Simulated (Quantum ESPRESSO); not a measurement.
HgTe (Coloradoite): equation of state with EV93

HgTe (Coloradoite):

```xyz
2
Lattice="0.0000 3.2145 3.2145 3.2145 0.0000 3.2145 3.2145 3.2145 0.0000" Properties=species:S:1:pos:R:3 pbc="T T T"
Hg    0.0000    0.0000    0.0000
Te    4.8217    4.8217    4.8217
```

```json
{"Program": "Quantum ESPRESSO 7.5", "Task": "equation of state", "Functional": "EV93", "Potentials or basis": "PseudoDojo 0.4.1 SR PBE standard", "Cutoff": "1088 eV", "Density cutoff": "4354 eV", "k mesh": "7 × 7 × 7", "Occupations": "fermi-dirac, width 0.05 eV", "Spin": "no spin polarisation"}
```

* Equilibrium volume: outside the volumes run

Energy against volume, from the lowest point:
```
volume (Å³/atom)  energy (meV/atom)
          31.223             441.83
          31.887             350.66
          32.551             267.39
          33.215             191.31
          33.880             121.76
          34.544              58.17
          35.208               0.00
```

All runs of the series together: 6.2 min on 1 thread of Arm Neoverse V1 (shared host).

Caveat: the potentials were made for another functional, which shifts forces and pressure; the potentials were made for a functional far from this one. Spin-orbit coupling is left out, which matters for the levels of Hg, Te.
